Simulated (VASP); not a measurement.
Wanted: the native input for a VASP 6.6.1 run.

```
Task                   : relaxation of cell and atoms
Functional             : LDA
Potentials or basis    : VASP PAW LDA potentials, release 64 (Ni)
Cutoff                 : 520 eV
k mesh                 : 20 × 20 × 20
Occupations            : gaussian, width 0.1 eV
Spin                   : collinear spin, ferromagnetic start
Starting moments       : [0.8] μB
Further INCAR settings : ALGO = Fast; EDIFF = 1e-07; IBRION = 2; EDIFFG = -0.002; NSW = 80; ISIF = 3
```

The structure of Ni lies in POSCAR:

```
Ni                                      
1.0
   -0.0000000000      1.7117146087      1.7117146087
    1.7117146087     -0.0000000000      1.7117146087
    1.7117146087      1.7117146087      0.0000000000
  Ni            
     1
Direct
     0.0000000000000000    0.0000000000000000    0.0000000000000000
```

These files were run (other wordings do the same):

INCAR

```
ALGO = Fast ; EDIFF = 1E-7
EDIFFG = -0.002 ; ENCUT = 520
GGA = CA ; IBRION = 2
ISIF = 3 ; ISMEAR = 0
ISPIN = 2 ; LASPH = T
LCHARG = F ; LMAXMIX = 4
LORBIT = 11 ; LREAL = F
LWAVE = F ; MAGMOM = 0.8
NELM = 100 ; NSW = 80
PREC = Accurate ; SIGMA = 0.1
```

KPOINTS

```
k-points
0
Gamma
  20 20 20
```

Potentials or basis: VASP PAW LDA potentials, release 64 (Ni).

Launch:

```bash
$ cat potpaw_LDA.64/Ni/POTCAR > POTCAR
$ mpirun -np 1 vasp_std > vasp.out
```

Results of the run:

The pressure after relaxing is 0.0 GPa. The band gap on the k mesh is none (metal or under the smearing width) and the net moment is 0.60 μB per cell. The site moments are Ni +0.60 μB and the valence electrons inside the program's atomic spheres are Ni 9.48.

Caveat: the relaxation stopped at its first step, so nothing moved.

Run time: 41 s on 1 thread of Intel(R) Xeon(R) Platinum 8488C (Sapphire Rapids), with other jobs on the host, peak memory 0.15 GiB.
